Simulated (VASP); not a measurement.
# WS2 in VASP: further runs

The runs below take WS2 through single point, with PBE0, HSE06.

All numbers are computed with VASP 6.6.1; they aren't measurements. Logs are shortened: lines on timing, memory, paths and dates and some standing lists are left out, and cuts for length are marked.

**1. Starting point**

The cell holds a slab with vacuum, 3 atoms: a = 3.184 Å, b = 3.184 Å, c = 16.951 Å, α = 90.00°, β = 90.00°, γ = 120.00°.

**2. Single point, PBE0**

Contents of POSCAR:

```
WS2
1.0
    3.1835163552      0.0000000000      0.0000000000
   -1.5917581776      2.7570060369      0.0000000000
    0.0000000000      0.0000000000     16.9505778900
W S
1 2
Direct
    0.0000000000      0.0000000000      0.0000000000
    0.3333333333      0.6666666667      0.0920005100
    0.3333333333      0.6666666667      0.9079994900
```

Contents of INCAR.step1:

```
PREC = Accurate
ENCUT = 500
EDIFF = 1E-5
ISMEAR = 0
SIGMA = 0.01
LREAL = F
LASPH = T
NELM = 100
ALGO = Normal
ISIF = 2
LWAVE = T
LCHARG = F
NKRED = 1
NBANDS = 21
GGA = PE
```

Contents of INCAR.step2:

```
PREC = Accurate
ENCUT = 500
EDIFF = 1E-6
ISMEAR = 0
SIGMA = 0.01
LREAL = F
LASPH = T
NELM = 100
ALGO = Normal
ISIF = 2
LWAVE = F
LCHARG = F
GGA = PE
LHFCALC = T
AEXX = 0.25
PRECFOCK = Fast
NKRED = 1
NBANDS = 21
ISTART = 1
```

Contents of KPOINTS:

```
Automatic mesh
0
Gamma
  6 6 1
```

Potentials or basis: VASP PAW PBE potentials, release 64 (W_sv, S).

Run with:

```
cat potpaw_PBE.64/W_sv/POTCAR potpaw_PBE.64/S/POTCAR > POTCAR
cp INCAR.step1 INCAR
mpirun -np 1 vasp_std > vasp.out
cp INCAR.step2 INCAR
mpirun -np 1 vasp_std > vasp.out
```

OUTCAR:

```text
PREC = Accurate
   ENCUT = 500
   EDIFF = 1E-6
   ISMEAR = 0
   LREAL = F
   LASPH = T
   NELM = 100
   ISIF = 2
   GGA = PE
   LHFCALC = T
   AEXX = 0.25
   PRECFOCK = Fast
   NKRED = 1
   ISTART = 1

 Found      7 irreducible k-points:

 Following reciprocal coordinates:
            Coordinates               Weight
  0.000000  0.000000  0.000000      1.000000
  0.166667  0.000000  0.000000      6.000000
  0.333333 -0.000000  0.000000      6.000000
  0.500000  0.000000  0.000000      3.000000
  0.166667  0.166667  0.000000      6.000000
  0.333333  0.166667  0.000000     12.000000
   k-points           NKPTS =      7   k-points in BZ     NKDIM =     36   number of bands    NBANDS=     21
   number of dos      NEDOS =    301   number of ions     NIONS =      3
   total plane-waves  NPLWV =  72576
   dimension x,y,z NGX =    24 NGY =   24 NGZ =  126
   dimension x,y,z NGXF=    48 NGYF=   48 NGZF=  252
   ions per type =               1   2
   NGX,Y,Z   is equivalent  to a cutoff of  12.53, 12.53, 12.36 a.u.
   NGXF,Y,Z  is equivalent  to a cutoff of  25.07, 25.07, 24.72 a.u.
 SYSTEM =  unknown system
   PREC   = accura    normal or accurate (medium, high low for compatibility)
   ISTART =      1    job   : 0-new  1-cont  2-samecut
   ICHARG =      0    charge: 1-file 2-atom 10-const
   ISPIN  =      1    spin polarized calculation?
   LNONCOLLINEAR =      F non collinear calculations
   LSORBIT =      F    spin-orbit coupling
   LASPH  =      T    aspherical Exc in radial PAW
   ENCUT  =  500.0 eV  36.75 Ry    6.06 a.u.   5.80  5.80 30.90*2*pi/ulx,y,z
   NELM   =    100;   NELMIN=  2; NELMDL=  0     # of ELM steps
   EDIFF  = 0.1E-05   stopping-criterion for ELM
   LREAL  =      F    real-space projection
   EDIFFG = 0.1E-04   stopping-criterion for IOM
   NSW    =      0    number of steps for IOM
   IBRION =     -1    ionic relax: 0-MD 1-quasi-New 2-CG
   NFREE  =      0    steps in history (QN), initial steepest desc. (CG)
   ISIF   =      2    stress and relaxation
   ISYM   =      3    0-nonsym 1-usesym 2-fastsym
   POTIM  = 0.5000    time-step for ionic-motion
   TEBEG  =    0.0;   TEEND  =   0.0 temperature during run
   PSTRESS=    0.0 pullay stress
   NELECT =      26.0000    total number of electrons
   NUPDOWN=      -1.0000    fix difference up-down
   EMIN   =  10.00;   EMAX   =-10.00  energy-range for DOS
   EFERMI =   0.00;   METHOD = LEGACY
   ISMEAR =     0;   SIGMA  =   0.01  broadening in eV -4-tet -1-fermi 0-gaus
   EFERMI_NEDOS =   21; number of points for ismear=-14 and -15
   IALGO  =     38    algorithm
   IMIX   =      1    mixing-type and parameters
     AMIX     =   0.40;   BMIX     =  1.00
     AMIX_MAG =   1.60;   BMIX_MAG =  1.00
  volume/ion in A,a.u.               =      49.59       334.66
  Fermi-wavevector in a.u.,A,eV,Ry     =   0.915285  1.729637 11.398226  0.837746
  Thomas-Fermi vector in A             =   2.040009
   LORBIT       =      0    0 simple, 1 ext, 2 COOP (PROOUT), +10 PAW based schemes
   GGA     = PE    functional components
   LHFCALC =     T    Hartree Fock is set to
   PRECFOCK=fast      Normal, Fast or Accurate (Low or Medium for compatibility)
   ENCUT4O =  -1.0   cutoff for four orbital integrals eV
   NKREDX  =     1    reduce k-point grid by
   NKREDY  =     1    reduce k-point grid by
   NKREDZ  =     1    reduce k-point grid by
   AEXX    =    0.2500 exact exchange contribution
   HFSCREEN=    0.0000 screening length (either q_TF or 0.3 A-1)
   HFSCREENC=   0.0000 screening length for correlation (either q_TF or 0.3 A-1)
   ENCUTFOCK=  -1.0 apply spherical cutoff to Coloumb kernel
   IVDW    =     0    specifies the selected vdW correction
   LEPSILON=     F    determine dielectric tensor
   LRPA    =     F    only Hartree local field effects (RPA)
 non-spin polarized calculation
 Gauss-broadening in eV      SIGMA  =   0.01
  energy-cutoff  :      500.00
  volume of cell :      148.77
 maximum number of plane-waves:      3785
 NGX is ok and might be reduce to    24
  NGX = 14; NGY = 14; NGZ = 80

 number of electron      25.9999999 magnetization

 Free energy of the ion-electron system (eV)
  ---------------------------------------------------
  ext. energy  EPLUGINS =         0.00000000
  ---------------------------------------------------
  free energy    TOTEN  =       -30.37606935 eV

  energy without entropy =      -30.37606935  energy(sigma->0) =      -30.37606935

 E-fermi :  -1.8273     XC(G=0):  -3.5004

 val. band max:       -1.9628108204   @ k =   0.3333   0.3333   0.0000
 cond. band min:       1.0063058382   @ k =   0.3333   0.3333   0.0000
 fundamental gap:      2.9691166587
 Fermi energy:        -1.8273282780

 k-point     1 :       0.0000    0.0000    0.0000
  band No.  band energies     occupation
      1     -80.0725      2.00000
      2     -42.8524      2.00000
      3     -42.6620      2.00000
      4     -42.6620      2.00000
      5     -18.4776      2.00000
      6     -16.6514      2.00000
[... 13 lines left out ...]
     20       4.9525      0.00000
     21       5.8433      0.00000

 k-point     2 :       0.1667    0.0000    0.0000
  band No.  band energies     occupation
      1     -80.0670      2.00000
      2     -42.8336      2.00000
      3     -42.7675      2.00000
      4     -42.6865      2.00000
      5     -17.9918      2.00000
      6     -16.4794      2.00000
[... 13 lines left out ...]
     20       6.1263      0.00000
     21       7.0402      0.00000

 k-point     3 :       0.3333   -0.0000    0.0000
  band No.  band energies     occupation
      1     -80.0561      2.00000
      2     -42.9737      2.00000
      3     -42.7951      2.00000
      4     -42.7354      2.00000
      5     -16.8572      2.00000
      6     -16.0873      2.00000
[... 13 lines left out ...]
     20       6.7715      0.00000
     21       7.5746      0.00000

 k-point     4 :       0.5000    0.0000    0.0000
  band No.  band energies     occupation
      1     -80.0506      2.00000
      2     -43.0748      2.00000
      3     -42.7758      2.00000
      4     -42.7598      2.00000
      5     -16.1462      2.00000
      6     -15.8584      2.00000
[... 13 lines left out ...]
     20       7.5975      0.00000
     21       8.7107      0.00000

 k-point     5 :       0.1667    0.1667    0.0000
  band No.  band energies     occupation
      1     -80.0589      2.00000
      2     -42.9032      2.00000
      3     -42.8049      2.00000
      4     -42.7431      2.00000
      5     -17.1707      2.00000
      6     -16.1885      2.00000
[... 13 lines left out ...]
     20       7.1936      0.00000
     21       7.9790      0.00000

 k-point     6 :       0.3333    0.1667    0.0000
  band No.  band energies     occupation
      1     -80.0507      2.00000
      2     -43.0224      2.00000
      3     -42.8132      2.00000
      4     -42.7760      2.00000
      5     -16.1699      2.00000
      6     -15.8374      2.00000
[... 13 lines left out ...]
     20       7.9476      0.00000
     21       8.6254      0.00000

 [... further k-points ...]

------------------------ aborting loop because EDIFF is reached ----------------------------------------

  FORCE on cell =-STRESS in cart. coord.  units (eV):
  Direction    XX          YY          ZZ          XY          YZ          ZX
  --------------------------------------------------------------------------------------
  -------------------------------------------------------------------------------------
  Total       -1.2908335     -1.2908335     -0.8772760      0.0000000      0.0000000      0.0000000
  in kB      -13.9011749    -13.9011749     -9.4475135      0.0000000      0.0000000      0.0000000
  external PRESSURE =     -12.4166211 kB  Pullay stress =       0.0000000 kB

 VOLUME and BASIS-vectors are now :
 -----------------------------------------------------------------------------
  energy-cutoff  :      500.00
  volume of cell :      148.77
      direct lattice vectors                 reciprocal lattice vectors
     3.183516355  0.000000000  0.000000000     0.314118066  0.181356150  0.000000000
    -1.591758178  2.757006037  0.000000000     0.000000000  0.362712300  0.000000000
     0.000000000  0.000000000 16.950577890     0.000000000  0.000000000  0.058995039

 POSITION                                       TOTAL-FORCE (eV/Angst)
 -----------------------------------------------------------------------------------
      0.00000      0.00000      0.00000        -0.000000      0.000000     -0.000000
     -0.00000      1.83800      1.55946         0.000000     -0.000000     -0.258013
     -0.00000      1.83800     15.39112         0.000000     -0.000000      0.258013
 -----------------------------------------------------------------------------------
    total drift:                               -0.000005      0.000002      0.000000

  FREE ENERGIE OF THE ION-ELECTRON SYSTEM (eV)
  ---------------------------------------------------
  free  energy   TOTEN  =       -30.3760693512 eV

  energy  without entropy=      -30.3760693512  energy(sigma->0) =      -30.37606935
```

Wall time 5.9 min (1 thread of Intel Xeon 6975P-C (Granite Rapids), shared host); peak memory 0.25 GiB.

These settings aren't checked as converged: the numbers below hold their error.

Results:

```
Free energy            : -30.3761 eV
Largest force          : 0.258 eV/Å
Band gap on the k mesh : 2.97 eV, direct
```

Caveat: the PAW data sets were made with another functional, which shifts forces and pressure a little; spin-orbit coupling is left out, which moves the levels of the heavy elements.

**3. Single point, HSE06, spin-orbit coupling, no magnetisation**

POSCAR is that of step 2.

Contents of INCAR.step1:

```
SYSTEM = WS2
PREC = Accurate
ENCUT = 520
EDIFF = 1E-5
ISMEAR = 0
SIGMA = 0.02
LREAL = .FALSE.
LASPH = .TRUE.
NELM = 60
ALGO = Normal
ISIF = 2
LWAVE = .TRUE.
LCHARG = .FALSE.
LNONCOLLINEAR = .TRUE.
MAGMOM = 0 0 0 0 0 0 0 0 0
LORBIT = 11
LSORBIT = .TRUE.
GGA_COMPAT = .FALSE.
LMAXMIX = 4
GGA = PE
KPAR = 4
```

Contents of INCAR.step2:

```
SYSTEM = WS2
PREC = Accurate
ENCUT = 520
EDIFF = 1E-7
ISMEAR = 0
SIGMA = 0.02
LREAL = .FALSE.
LASPH = .TRUE.
NELM = 60
ALGO = Normal
ISIF = 2
LWAVE = .FALSE.
LCHARG = .FALSE.
LNONCOLLINEAR = .TRUE.
MAGMOM = 0 0 0 0 0 0 0 0 0
LORBIT = 11
LSORBIT = .TRUE.
GGA_COMPAT = .FALSE.
LMAXMIX = 4
GGA = PE
LHFCALC = .TRUE.
HFSCREEN = 0.2
PRECFOCK = Fast
ISTART = 1
KPAR = 4
```

Contents of KPOINTS:

```
regular mesh
0
G
  6 6 1
  0 0 0
```

Potentials or basis: VASP PAW PBE potentials, release 64 (W_sv, S).

Run with:

```
cat potpaw_PBE.64/W_sv/POTCAR potpaw_PBE.64/S/POTCAR > POTCAR
cp INCAR.step1 INCAR
mpirun -np 4 vasp_ncl > vasp.out
cp INCAR.step2 INCAR
mpirun -np 4 vasp_ncl > vasp.out
```

Run time: 26 min. Hardware: 4 MPI ranks of AMD EPYC 9R14 (Zen 4), shared host; peak memory 0.67 GiB.

The run converged. Its results:

```yaml
Free_energy: -28.9260 eV
Largest_force: 0.251 eV/Å
Valence_electrons_inside_the_program's_atomic_spheres: W 11.99; S 3.73
```

Forces in eV/Å, atoms in the order of the input:
```
W    0.000  0.000  0.000
S    0.000  0.000 -0.251
S    0.000  0.000  0.251
```

Caveat: the k mesh is coarse (spacing up to 0.38 Å⁻¹), so the values aren't converged, least of all with exact exchange; the PAW data sets were made with another functional, which shifts forces and pressure a little.

**4. Single point, PBE0**

POSCAR is that of step 3.

Contents of INCAR.step1:

```
PREC = Accurate
ENCUT = 300
EDIFF = 1E-5
ISMEAR = 0
SIGMA = 0.01
LREAL = F
LASPH = T
NELM = 100
ALGO = Normal
ISIF = 2
LWAVE = T
LCHARG = F
NBANDS = 21
NKRED = 1
GGA = PE
```

Contents of INCAR.step2:

```
PREC = Accurate
ENCUT = 300
EDIFF = 1E-6
ISMEAR = 0
SIGMA = 0.01
LREAL = F
LASPH = T
NELM = 100
ALGO = Normal
ISIF = 2
LWAVE = F
LCHARG = F
GGA = PE
LHFCALC = T
AEXX = 0.25
PRECFOCK = Fast
NBANDS = 21
NKRED = 1
ISTART = 1
```

Contents of KPOINTS:

```
regular mesh
0
Gamma
  4 4 1
```

Run with:

```
cat potpaw_PBE.64/W_sv/POTCAR potpaw_PBE.64/S/POTCAR > POTCAR
cp INCAR.step1 INCAR
mpirun -np 1 vasp_std > vasp.out
cp INCAR.step2 INCAR
mpirun -np 1 vasp_std > vasp.out
```

Wall time 63 s (1 thread of Intel Xeon Platinum 8488C (Sapphire Rapids), shared host); peak memory 0.17 GiB.

These settings aren't checked as converged: the numbers below hold their error.

What came out:

```yaml
Free_energy: -30.4744 eV
Largest_force: 0.320 eV/Å
Band_gap_on_the_k_mesh: 3.75 eV, indirect (least direct gap 4.39 eV)
```

Caveat: the k mesh is coarse (spacing up to 0.57 Å⁻¹), so the values aren't converged, least of all with exact exchange; the cutoff is under 1.25 times the usual one of these potentials, so pressure, stress and relaxed cells hold a basis-set (Pulay) error; the PAW data sets were made with another functional, which shifts forces and pressure a little; spin-orbit coupling is left out, which moves the levels of the heavy elements.

**5. Single point, PBE0**

POSCAR is that of step 4.

INCAR.step1: that of step 4 with these lines changed.

```diff
@@ -1,3 +1,3 @@
 PREC = Accurate
-ENCUT = 300
+ENCUT = 350
 EDIFF = 1E-5
```

INCAR.step2: that of step 4 with these lines changed.

```diff
@@ -1,3 +1,3 @@
 PREC = Accurate
-ENCUT = 300
+ENCUT = 350
 EDIFF = 1E-6
@@ -15,3 +15,3 @@
 AEXX = 0.25
-PRECFOCK = Fast
+PRECFOCK = Medium
 NBANDS = 21
```

Contents of KPOINTS:

```
regular mesh
0
Gamma
  5 5 1
```

Run with:

```
cat potpaw_PBE.64/W_sv/POTCAR potpaw_PBE.64/S/POTCAR > POTCAR
cp INCAR.step1 INCAR
mpirun -np 1 vasp_std > vasp.out
cp INCAR.step2 INCAR
mpirun -np 1 vasp_std > vasp.out
```

Wall time 9.9 min (1 thread of Intel Xeon Platinum 8488C (Sapphire Rapids), shared host); peak memory 0.21 GiB.

The run converged, but some of its settings lie outside the range that counts as converged, so its numbers aren't taken as properties of the slab.

What came out:

```yaml
Free_energy: -30.3971 eV
Largest_force: 0.264 eV/Å
Band_gap_on_the_k_mesh: 3.53 eV, indirect (least direct gap 4.05 eV)
```

Caveat: the k mesh is coarse (spacing up to 0.46 Å⁻¹), so the values aren't converged, least of all with exact exchange; the PAW data sets were made with another functional, which shifts forces and pressure a little; spin-orbit coupling is left out, which moves the levels of the heavy elements.

**6. Single point, PBE0**

POSCAR is that of step 5.

INCAR.step1 is that of step 5.

INCAR.step2: that of step 5 with these lines changed.

```diff
@@ -15,3 +15,3 @@
 AEXX = 0.25
-PRECFOCK = Medium
+PRECFOCK = Fast
 NBANDS = 21
```

Contents of KPOINTS:

```
regular mesh
0
Gamma
  6 6 1
```

Potentials or basis: VASP PAW PBE potentials, release 64 (W_sv, S).

Run with:

```
cat potpaw_PBE.64/W_sv/POTCAR potpaw_PBE.64/S/POTCAR > POTCAR
cp INCAR.step1 INCAR
mpirun -np 1 vasp_std > vasp.out
cp INCAR.step2 INCAR
mpirun -np 1 vasp_std > vasp.out
```

Run time: 4.1 min. Hardware: 1 thread of Intel Xeon Platinum 8488C (Sapphire Rapids), shared host; peak memory 0.2 GiB.

These settings aren't checked as converged: the numbers below hold their error.

What came out:

```yaml
Free_energy: -30.3725 eV
Largest_force: 0.256 eV/Å
Band_gap_on_the_k_mesh: 2.97 eV, direct
```

Caveat: the PAW data sets were made with another functional, which shifts forces and pressure a little; spin-orbit coupling is left out, which moves the levels of the heavy elements.

**7. The reference run**

An earlier run on the cell as given: functional PBEsol; potentials or basis VASP PAW PBE potentials, release 64 (W_sv, S); cutoff 520 eV; k mesh 10 × 10 × 2; occupations fermi-dirac, width 0.05 eV; no spin polarisation.

- Largest force: 0.104 eV/Å
- Band gap on the k mesh: 1.99 eV, indirect (least direct gap 2.15 eV)
